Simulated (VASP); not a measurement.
# GaSb (F-43m) in VASP: settings compared, part 2 of 2

VASP 6.6.1. The steps go on from the part before.

**3. Single point, LDA**

This run uses another cell than the first one, of 28.62 Å³/atom, 1.035 times its volume.

Input file INCAR:

```
SYSTEM = GaSb
  PREC = Accurate
  ENCUT = 520
  EDIFF = 1E-7
  ISMEAR = -1
  SIGMA = 0.05
  LREAL = .FALSE.
  LASPH = .TRUE.
  NELM = 80
  ALGO = Normal
  ISIF = 2
  LWAVE = .FALSE.
  LCHARG = .TRUE.
  LELF = .TRUE.
  LVHAR = .TRUE.
  NBANDS = 16
```

Input file KPOINTS:

```
Automatic mesh
0
G
  8 8 8
  0 0 0
```

Input file POSCAR:

```
GaSb
1.0
    0.0000000000      3.0590000000      3.0590000000
    3.0590000000      0.0000000000      3.0590000000
    3.0590000000      3.0590000000      0.0000000000
Sb Ga
1 1
Direct
    0.7500000000      0.7500000000      0.7500000000
    0.0000000000      0.0000000000      0.0000000000
```

Potentials or basis: VASP PAW LDA potentials, release 64 (Sb, Ga_d).

On the command line:

```sh
> cat potpaw_LDA.64/Sb/POTCAR potpaw_LDA.64/Ga_d/POTCAR > POTCAR
> mpirun -np 1 vasp_std > vasp.out
```

OUTCAR:

```text
SYSTEM = GaSb
   PREC = Accurate
   ENCUT = 520
   EDIFF = 1E-7
   ISMEAR = -1
   LREAL = .FALSE.
   LASPH = .TRUE.
   NELM = 80
   ISIF = 2

 ion  position               nearest neighbor table
   1  0.750  0.750  0.750-   2 2.65   2 2.65   2 2.65   2 2.65
   2  0.000  0.000  0.000-   1 2.65   1 2.65   1 2.65   1 2.65

  LATTYP: Found a face centered cubic cell.
 ALAT       =     6.1180000000

  Lattice vectors:

 A1 = (   0.0000000000,   3.0590000000,   3.0590000000)
 A2 = (   3.0590000000,   0.0000000000,   3.0590000000)
 A3 = (   3.0590000000,   3.0590000000,   0.0000000000)

Analysis of symmetry for initial positions (statically):
=====================================================================
 Subroutine PRICEL returns:
 Original cell was already a primitive cell.

 Routine SETGRP: Setting up the symmetry group for a
 face centered cubic supercell.

 Subroutine GETGRP returns: Found 24 space group operations
 (whereof 24 operations were pure point group operations)
 out of a pool of 48 trial point group operations.

The static configuration has the point symmetry T_d .

Analysis of symmetry for dynamics (positions and initial velocities):
=====================================================================
 Subroutine PRICEL returns:
 Original cell was already a primitive cell.

 Routine SETGRP: Setting up the symmetry group for a
 face centered cubic supercell.

 Subroutine GETGRP returns: Found 24 space group operations
 (whereof 24 operations were pure point group operations)
 out of a pool of 48 trial point group operations.

The dynamic configuration has the point symmetry T_d .

 Subroutine INISYM returns: Found 24 space group operations
 (whereof 24 operations are pure point group operations),
 and found     1 'primitive' translations

----------------------------------------------------------------------------------------

                                     Primitive cell

  volume of cell :      57.2491

[... 102 lines left out ...]
   EFERMI =   0.00;   METHOD = LEGACY
   ISMEAR =    -1;   SIGMA  =   0.05  broadening in eV -4-tet -1-fermi 0-gaus
   EFERMI_NEDOS =   21; number of points for ismear=-14 and -15
   IALGO  =     38    algorithm
   IMIX   =      4    mixing-type and parameters
     AMIX     =   0.40;   BMIX     =  1.00
     AMIX_MAG =   1.60;   BMIX_MAG =  1.00
  volume/ion in A,a.u.               =      28.62       193.17
  Fermi-wavevector in a.u.,A,eV,Ry     =   1.113208  2.103657 16.860766  1.239231
  Thomas-Fermi vector in A             =   2.249790
   LORBIT       =      0    0 simple, 1 ext, 2 COOP (PROOUT), +10 PAW based schemes
   GGA     = CA    functional components
   LHFCALC =     F    Hartree Fock is set to
   AEXX    =    0.0000 exact exchange contribution
   IVDW    =     0    specifies the selected vdW correction
   LEPSILON=     F    determine dielectric tensor
   LRPA    =     F    only Hartree local field effects (RPA)
 non-spin polarized calculation
  energy-cutoff  :      520.00
  volume of cell :       57.25
 maximum number of plane-waves:      1572
   NGX = 17   NGY = 17   NGZ = 17

 number of electron      17.9999986 magnetization

 Free energy of the ion-electron system (eV)
  ---------------------------------------------------
  ext. energy  EPLUGINS =         0.00000000
  ---------------------------------------------------
  free energy    TOTEN  =        -8.65827829 eV

  energy without entropy =       -8.65776678  energy(sigma->0) =       -8.65802254

 E-fermi :   4.7193     XC(G=0):  -9.3970

 val. band max:        4.6796605834   @ k =   0.0000   0.0000   0.0000
 cond. band min:       4.9763018629   @ k =   0.5000   0.0000   0.0000
 fundamental gap:      0.2966412796
 Fermi energy:         4.7193482473

 k-point     1 :       0.0000    0.0000    0.0000
  band No.  band energies     occupation
      1     -10.4653      2.00000
      2     -10.4653      2.00000
      3     -10.4653      2.00000
      4     -10.4161      2.00000
      5     -10.4161      2.00000
      6      -6.8374      2.00000
[... 433 lines left out ...]
      3     -10.4487      2.00000
      4     -10.4191      2.00000
      5     -10.4160      2.00000
      6      -4.8643      2.00000
[... 8 lines left out ...]
     15      14.2132      0.00000
     16      14.7434      0.00000

 [... further k-points ...]
[... 5 lines left out ...]
  --------------------------------------------------------------------------------------
  -------------------------------------------------------------------------------------
  Total       -0.5568540     -0.5568540     -0.5568540      0.0000000      0.0000000      0.0000000
  in kB      -15.5841635    -15.5841635    -15.5841635      0.0000000      0.0000000      0.0000000
  external PRESSURE =     -15.5841635 kB  Pullay stress =       0.0000000 kB

 VOLUME and BASIS-vectors are now :
 -----------------------------------------------------------------------------
  energy-cutoff  :      520.00
  volume of cell :       57.25
      direct lattice vectors                 reciprocal lattice vectors
     0.000000000  3.059000000  3.059000000    -0.163452109  0.163452109  0.163452109
     3.059000000  0.000000000  3.059000000     0.163452109 -0.163452109  0.163452109
     3.059000000  3.059000000  0.000000000     0.163452109  0.163452109 -0.163452109

 POSITION                                       TOTAL-FORCE (eV/Angst)
 -----------------------------------------------------------------------------------
      4.58850      4.58850      4.58850        -0.000000     -0.000000     -0.000000
      0.00000      0.00000      0.00000         0.000000      0.000000      0.000000
 -----------------------------------------------------------------------------------
    total drift:                               -0.000000     -0.000000     -0.000000

  FREE ENERGIE OF THE ION-ELECTRON SYSTEM (eV)
  ---------------------------------------------------
  free  energy   TOTEN  =        -8.6582782871 eV

  energy  without entropy=       -8.6577667848  energy(sigma->0) =       -8.65802254
```

Run time: 9.5 s. Hardware: 1 thread of Intel Xeon Platinum 8559C (Emerald Rapids), shared host; peak memory 0.16 GiB.

What came out:

| Item | Value |
| --- | --- |
| Free energy | -8.6583 eV |
| Pressure | -1.6 GPa |
| Band gap on the k mesh | zero (filled and empty bands touch) |

Caveat: spin-orbit coupling is left out, which moves the levels of the heavy elements.

**4. Single point, RPBE**

This run uses another cell than the first one, of 28.05 Å³/atom, 1.014 times its volume.

Input file INCAR:

```
  ALGO = Normal
  EDIFF = 1E-7
  ENCUT = 520
  GGA = RP
  ISIF = 2
  ISMEAR = -1
  LASPH = T
  LCHARG = T
  LELF = T
  LREAL = F
  LVHAR = T
  LWAVE = F
  NBANDS = 16
  NELM = 80
  PREC = Accurate
  SIGMA = 0.05
```

Input file KPOINTS:

```
k-points
0
Gamma
  8 8 8
```

Input file POSCAR:

```
GaSb
1.0
    0.0000000000      3.0384691801      3.0384691801
    3.0384691801      0.0000000000      3.0384691801
    3.0384691801      3.0384691801      0.0000000000
Sb Ga
1 1
Direct
    0.7500000000      0.7500000000      0.7500000000
    0.0000000000      0.0000000000      0.0000000000
```

Potentials or basis: VASP PAW PBE potentials, release 64 (Sb, Ga_d).

On the command line:

```sh
> cat potpaw_PBE.64/Sb/POTCAR potpaw_PBE.64/Ga_d/POTCAR > POTCAR
> mpirun -np 1 vasp_std > vasp.out
```

Wall time 13 s (1 thread of Intel Xeon Platinum 8559C (Emerald Rapids), shared host); peak memory 0.18 GiB.

It converged, with:

| Quantity | Value |
| --- | --- |
| Free energy | -6.6185 eV |
| Pressure | 5.2 GPa |
| Band gap on the k mesh | 0.28 eV, direct |

Levels at points of the mesh, in eV from the valence-band top:
```csv
k point,band 7,band 8,band 9,band 10,band 11,band 12
"(0.00, 0.00, 0.00)",0.00,0.00,0.00,0.28,2.78,2.78
"(0.50, 0.00, 0.00)",-6.43,-1.19,-1.19,0.52,3.77,3.77
"(0.50, 0.50, 0.00)",-6.87,-2.64,-2.64,0.96,1.31,8.85
```

Caveat: the PAW data sets were made with another functional, which shifts forces and pressure a little; spin-orbit coupling is left out, which moves the levels of the heavy elements. A k mesh can miss the band edges.

**5. Single point, revPBE+D3(BJ)**

This run uses another cell than the first one, of 28.05 Å³/atom, 1.014 times its volume.

Input file INCAR:

```
SYSTEM = GaSb
  PREC = Accurate
  ENCUT = 520
  EDIFF = 1E-6
  ISMEAR = -1
  SIGMA = 0.05
  LREAL = .False.
  LASPH = .True.
  NELM = 100
  ALGO = Normal
  ISIF = 2
  LWAVE = .False.
  LCHARG = .False.
  GGA = RE
  IVDW = 12
  NBANDS = 16
```

Input file KPOINTS:

```
regular mesh
0
Gamma
  8 8 8
  0 0 0
```

POSCAR is that of step 4.

On the command line:

```sh
> cat potpaw_PBE.64/Sb/POTCAR potpaw_PBE.64/Ga_d/POTCAR > POTCAR
> mpirun -np 1 vasp_std > vasp.out
```

Run time: 11 s. Hardware: 1 thread of Intel Xeon Platinum 8559C (Emerald Rapids), shared host; peak memory 0.19 GiB.

Results (log left out):

```
Free energy                : -8.0117 eV
Pressure                   : 0.7 GPa
Band gap on the k mesh     : 0.25 eV, direct
Dispersion energy per atom : -0.642 eV
```

Levels at points of the mesh, in eV from the valence-band top:
```tsv
k point	band 5	band 6	band 7	band 8	band 9	band 10	band 11	band 12	band 13	band 14
(0.00, 0.00, 0.00)	-15.03	-11.59	0.00	0.00	0.00	0.25	2.78	2.78	2.78	5.97
(0.50, 0.00, 0.00)	-15.03	-9.92	-6.44	-1.19	-1.19	0.50	3.76	3.76	6.57	9.59
(0.50, 0.50, 0.00)	-15.02	-9.06	-6.88	-2.64	-2.64	0.94	1.28	8.84	8.84	10.32
```

Caveat: the PAW data sets were made with another functional, which shifts forces and pressure a little; spin-orbit coupling is left out, which moves the levels of the heavy elements.

**6. Overview**

```csv
level,potentials or basis,cell,gap on the mesh (eV),pressure (GPa)
SVWN5,"VASP PAW PBE potentials, release 64 (Sb, Ga_d)","a = 4.277 Å, angles 60.0°, 2 atoms",-,0.1
LDA,"VASP PAW LDA potentials, release 64 (Sb, Ga_d)","a = 4.326 Å, angles 60.0°, 2 atoms",none,-1.6
RPBE,"VASP PAW PBE potentials, release 64 (Sb, Ga_d)","a = 4.297 Å, angles 60.0°, 2 atoms",0.28,5.2
revPBE+D3(BJ),"VASP PAW PBE potentials, release 64 (Sb, Ga_d)","a = 4.297 Å, angles 60.0°, 2 atoms",0.25,0.7
```

Alike in all rows: task single point; no spin polarisation; k mesh 8 × 8 × 8; cutoff (eV) 520; smearing fermi-dirac 0.05 eV.

Caveats: spin-orbit coupling is left out, which moves the levels of the heavy elements; the PAW data sets were made with another functional, which shifts forces and pressure a little (some runs).

Total energies depend on the potentials used, so only differences within one code and one set of settings carry meaning.

**7. How close it comes**

Step 3. Measured gap of GaSb: 0.811 eV (direct; 4.2 K; a printed reference work, data compilation). This calculation gives 0.00 eV (-0.81 eV). Spin-orbit coupling on Ga, Sb is left out. The value is that of LDA on a finite k mesh, which can miss the band edges, without temperature or zero-point motion. Semilocal functionals fall short of measured gaps as a rule.

Step 5. A measured gap of GaSb is 0.811 eV (direct; 4.2 K; a printed reference work, data compilation); the calculated 0.25 eV misses it by -0.56 eV. Spin-orbit coupling on Ga, Sb is left out. The value is that of revPBE+D3(BJ) on a finite k mesh, which can miss the band edges, without temperature or zero-point motion. Semilocal functionals fall short of measured gaps as a rule.
